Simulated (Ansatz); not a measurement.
**HfN: changing the pressure**

The cell as given:

```yaml
crystal:
  lattice:
    - [0.00000, 2.25600, 2.25600]
    - [2.25600, 0.00000, 2.25600]
    - [2.25600, 2.25600, 0.00000]
  atoms:
    - { symbol: Hf, position: [0.00000, 0.00000, 0.00000] }
    - { symbol: N, position: [0.50000, 0.50000, 0.50000] }
```

Kept alike: task relaxation of cell and atoms; functional PBEsol; k mesh 10 × 10 × 10; occupations fermi-dirac, width 0.05 eV; no spin polarisation. Program: Ansatz, all-electron LAPW, scalar-relativistic. The mesh is that of the run's cell of 2 atoms. No spin-orbit coupling.

```tsv
pressure, P (GPa)	volume (Å³/atom)
0	11.406
5	?
10	11.038
20	10.722
30	10.448
```

The relaxations keep at least the cell's symmetry (Fm-3m). The runs follow the start's structure, whether or not it is the stable one at these pressures.

Question: Fit the rows shown and predict the run at 5 GPa.

Answer: Murnaghan's form V = V0 (1 + B′P/B0)^(-1/B′) through the rows shown has V0 = 11.4061, B0 = 284.8 GPa and B′ = 4.04 (largest miss 0.0003); at P = 5 it gives 11.214 Å³/atom. The run gave: volume 11.214 Å³/atom.

The volume falls steadily with pressure, but each further 10 GPa removes less of it than the last: the lattice stiffens as it is squeezed. The fitted bulk modulus of 284.8 GPa marks HfN as a hard-to-compress solid, as expected of a group 4 transition-metal nitride. Its stiffness comes largely from strong Hf 5d–N 2p bonding, with an ionic contribution from charge transfer to nitrogen. The electron left over once the bonding p–d states are filled enters metal d states, making the compound metallic without greatly weakening that framework. Shortening the Hf–N contacts raises the overlap repulsion between closed shells steeply, which accounts for the positive B′.

The agreement at 5 GPa is a fair check on the smoothness of the curve, since that run lay outside the fit, but it is an interpolation over a modest compression. Other common equations of state would probably have predicted nearly the same volume, so the match does not single out Murnaghan's linear dependence of bulk modulus on pressure as the right form at much stronger compression.
